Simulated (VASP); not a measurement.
The system is TaN.

```
Ta N
1.0
     0.00000    2.21132    2.21132
     2.21132    0.00000    2.21132
     2.21132    2.21132    0.00000
Ta N
1 1
Direct
  0.50000 0.50000 0.50000
  0.00000 0.00000 0.00000
```

The cell comes from a database or a generator and needn't be the stable form of this composition.

| Item | Value |
| --- | --- |
| Program | VASP 6.6.1 |
| Task | relaxation of cell and atoms |
| Functional | LDA |
| Potentials or basis | VASP PAW LDA potentials, release 64 (Ta_pv, N) |
| Cutoff | 600 eV |
| k mesh | 8 × 8 × 8 |
| Occupations | fermi-dirac, width 0.05 eV |
| Spin | no spin polarisation |

At the start: pressure -15.3 GPa; volume 10.81 Å³/atom.

Problem. How do energy, volume and symmetry change on relaxing?

Solution. Over 4 steps the energy falls by 23.6 meV/atom and the volume is 10.34 Å³/atom (-4.4 %); space group Fm-3m (No. 225, to 0.05 Å).

The path:
```csv
step,energy change (eV),largest force (eV/Å),pressure (GPa),volume (Å³)
1,0.0000,0.0000,-15.26,21.63
2,0.2594,0.0000,51.26,18.56
3,-0.0472,0.0000,-0.68,20.71
4,-0.0473,0.0000,-0.10,20.68
```

Final structure:
```yaml
crystal:
  lattice:
    - [0.00000, 2.17854, 2.17854]
    - [2.17854, 0.00000, 2.17854]
    - [2.17854, 2.17854, 0.00000]
  atoms:
    - { symbol: Ta, position: [0.50000, 0.50000, 0.50000] }
    - { symbol: N, position: [0.00000, 0.00000, 0.00000] }
```
